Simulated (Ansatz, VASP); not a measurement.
# Two plane-wave programs on InAs

File INCAR:

```
SYSTEM = InAs
PREC = Accurate
ENCUT = 520
EDIFF = 1E-6
ISMEAR = 0
SIGMA = 0.1
LREAL = .FALSE.
LASPH = .TRUE.
NELM = 80
ALGO = Normal
ISIF = 2
LWAVE = .FALSE.
LCHARG = .FALSE.
GGA = PE
NBANDS = 16
```

KPOINTS

```
Automatic mesh
0
G
  14 14 14
  0 0 0
```

Contents of POSCAR:

```
InAs
1.0
    0.0000000000      2.7959708213      2.7959708213
    2.7959708213      0.0000000000      2.7959708213
    2.7959708213      2.7959708213      0.0000000000
In As
1 1
Direct
    0.7500000000      0.7500000000      0.7500000000
    0.0000000000      0.0000000000      0.0000000000
```

Input for Ansatz:

```yaml
crystal:
  lattice:
    - [0.0, 2.7959708213, 2.7959708213]
    - [2.7959708213, 0.0, 2.7959708213]
    - [2.7959708213, 2.7959708213, 0.0]
  atoms:
    - { symbol: In, position: [0.75, 0.75, 0.75] }
    - { symbol: As, position: [0.0, 0.0, 0.0] }
basis:
  ecutwfc: 420
kpoints:
  mp_grid: { grid: [14, 14, 14] }
  band_path: { path: [VBM, CBM], npoints: 2 }
hamiltonian:
  xc: pbe
scf:
  occupations: { method: gaussian, width: 0.1 }
output:
  forces: true
  stress: true
  eigenvalues: true
checkpoint:
  read: start.run
  write: ck
  compress: false
  write_wavefunctions: false
  write_every: 100000
```

Alike in both runs: task single point; functional PBE; k mesh 14 × 14 × 14; occupations gaussian, width 0.1 eV; no spin polarisation.

|  | VASP | Ansatz |
| --- | --- | --- |
| version | VASP 6.6.1 | Ansatz 0.2.0 |
| potentials or method | VASP PAW PBE potentials, release 64 (In_d, As) | scalar-relativistic, plane waves, PAW |
| plane-wave cutoff (eV) | 520 | 420 |
| valence electrons in the cell | 18 | 28 |

```csv
,VASP,Ansatz,Ansatz less VASP
gap on the k mesh at the Fermi level (eV),0.99,0.98,-0.011
least direct gap on the mesh (eV),0.99,0.98,-0.011
```

With one functional, cell and mesh, what is left measures potentials, basis and numerics. The two sets of potentials don't hold the same shells in valence.

Caveats: spin-orbit coupling is left out, which moves the levels of the heavy elements. As with any semilocal functional, this PBE gap is likely too small. A k mesh can miss the band edges.
